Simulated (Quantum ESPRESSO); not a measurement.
This Quantum ESPRESSO 7.5 run on Hf needs a look.

File pw.in:

```
&CONTROL
  calculation = 'scf'
  prefix = 'pwscf'
  outdir = './tmp'
  pseudo_dir = './pseudo'
  tprnfor = .true.
  disk_io = 'nowf'
/
&SYSTEM
  ibrav = 0
  nat = 1
  ntyp = 1
  ecutwfc = 58
  nbnd = 13
  input_dft = 'XC-000I-000I-000I-000I-000I-661L'
  occupations = 'smearing'
  smearing = 'mv'
  degauss = 0.00367493
  nspin = 2
  starting_magnetization(1) = 0.0417
  nqx1 = 3
  nqx2 = 3
  nqx3 = 3
  ecutfock = 116
  vdw_corr = 'grimme-d2'
/
&ELECTRONS
  conv_thr = 1d-07
  electron_maxstep = 3
  mixing_beta = 0.3
  adaptive_thr = .true.
/
ATOMIC_SPECIES
Hf   178.4900 Hf.upf
CELL_PARAMETERS angstrom
   0.0000000000    2.3258708080    2.3258708080
   2.3258708080    0.0000000000    2.3258708080
   2.3258708080    2.3258708080    0.0000000000
ATOMIC_POSITIONS crystal
Hf     0.0000000000    0.0000000000    0.0000000000
K_POINTS automatic
6 6 6 0 0 0
```

Potentials or basis: PseudoDojo 0.4.1 SR PBE standard.

The run is started by

```bash
$ OMP_NUM_THREADS=1 mpirun -n 2 pw.x -in pw.in > pw.out
```

pw.out:

```text
This program is part of the open-source Quantum ESPRESSO suite
     for quantum simulation of materials; please cite
         "P. Giannozzi et al., J. Phys.:Condens. Matter 21 395502 (2009);
         "P. Giannozzi et al., J. Phys.:Condens. Matter 29 465901 (2017);
         "P. Giannozzi et al., J. Chem. Phys. 152 154105 (2020);
     in publications or presentations arising from this work. More details at

     IMPORTANT: XC functional enforced from input :
     Exchange-correlation= XC-000I-000I-000I-000I-000I-661L
                           (   0   0   0   0   0   0 661)
     EXX-fraction              =        0.50
     Any further DFT definition will be discarded
     Please, verify this is what you really want

     Message from routine setup :
     BEWARE: nonlinear core correction is not consistent with hybrid XC
     Message from routine setup :
     BEWARE: nonlinear core correction is not consistent with meta-GGA
     Message from routine setup:
     using ibrav=0 with symmetry is DISCOURAGED, use correct ibrav instead

     Subspace diagonalization in iterative solution of the eigenvalue problem:
     a serial algorithm will be used
[... 96 lines left out ...]

     Dense  grid:    10081 G-vectors     FFT dimensions: (  32,  32,  32)

     WARNING: libxc functional with ID  661 depends
      on external parameters: check the user_guide of
      QE if you need to modify them or to check their
      default values.
     EXX: ACE will be initialized later
     Generating pointlists ...
     new r_m :   0.4125 (alat units)  2.5640 (a.u.) for type    1

     Initial potential from superposition of free atoms

     starting charge      11.9981, renormalised to      12.0000
     Starting wfcs are   10 randomized atomic wfcs +    3 random wfcs

     Self-consistent Calculation

     iteration #  1     ecut=    58.00 Ry     beta= 0.30
     Davidson diagonalization with overlap
     ethr =  1.00E-02,  avg # of iterations =  5.5
     Minimization algorithm failed to find Fermi energy: reverting to bisection
     Possible cause: smearing is larger than the electronic band-gap.

     total energy              =     -91.34054340 Ry
     estimated scf accuracy    <       1.54932727 Ry

     total magnetization       =     0.02 Bohr mag/cell
     absolute magnetization    =     0.02 Bohr mag/cell
[... 18 lines left out ...]
     total magnetization       =     0.08 Bohr mag/cell
     absolute magnetization    =     0.08 Bohr mag/cell

     End of self-consistent calculation

     convergence NOT achieved after   3 iterations: stopping

=------------------------------------------------------------------------------=
   JOB DONE.
=------------------------------------------------------------------------------=
```

**Question.** Diagnose the run.

**Answer.** The calculation stopped without meeting its thresholds. The input holds a flaw that was put in on purpose: too few SCF iterations.
